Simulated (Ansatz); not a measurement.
# Ni₃Ge (Pm-3m), comparing deformations

Method: Ansatz, DFT PBEsol, scalar-relativistic, plane waves, PAW. The runs took a 420 eV cutoff, a Γ-centred 14×14×14 mesh and Gaussian smearing (0.15 eV). No spin polarisation. A magnetic state may lie lower. Energies are free energies at this smearing, counted from the undisturbed cell; pressure is positive in compression.

Zero of the scan (relaxed at this level; it needn't be the usual structure):

```
Ni Ge
1.0
     3.52491    0.00000    0.00000
     0.00000    3.52491    0.00000
     0.00000    0.00000    3.52491
Ni Ge
3 1
Cartesian
  1.7625 0.0000 1.7625
  0.0000 1.7625 1.7625
  1.7625 1.7625 0.0000
  0.0000 0.0000 0.0000
```

The cell is strained by ε times a Voigt pattern (xx, yy, zz, yz, xz, xy; engineering shear) with fractional coordinates fixed. τ = (1/V0) dE/dε comes from the stress tensor. Of each scan, only the three points used here are listed.

| pattern | ε | τ (GPa) |
| --- | --- | --- |
| (1, 0, 0, 0, 0, 0) | -0.0100 | -3.30 |
| (1, 0, 0, 0, 0, 0) | 0.0000 | -0.03 |
| (1, 0, 0, 0, 0, 0) | 0.0100 | 3.08 |
| (0, 0, 0, 0, 0, 1) | -0.0050 | -0.61 |
| (0, 0, 0, 0, 0, 1) | 0.0000 | 0.00 |
| (0, 0, 0, 0, 0, 1) | 0.0050 | 0.61 |

Problem. Which constants do the scans give, and which deformation costs least for the same size of strain tensor?

Solution. The slope dτ/dε at zero (parabola through three points) is pᵀCp: (1, 0, 0, 0, 0, 0) gives C11 = 319 GPa; (0, 0, 0, 0, 0, 1) gives C44 = 122 GPa. The size of the strain tensor, ε:ε, is ε² times 1.0, 0.5. Per unit of it the stiffnesses are 319, 243 GPa, so (0, 0, 0, 0, 0, 1) is the softest of these: at ε:ε = (1 %)² the quadratic term costs 0.83 meV/atom against 1.09 for the stiffest.

In a metal these slopes depend on the k mesh and the smearing.

Cost: 18 runs of about 11 core-minutes in all, on Oxide Virtual Turin-like Processor (Zen 5) (shared hosts).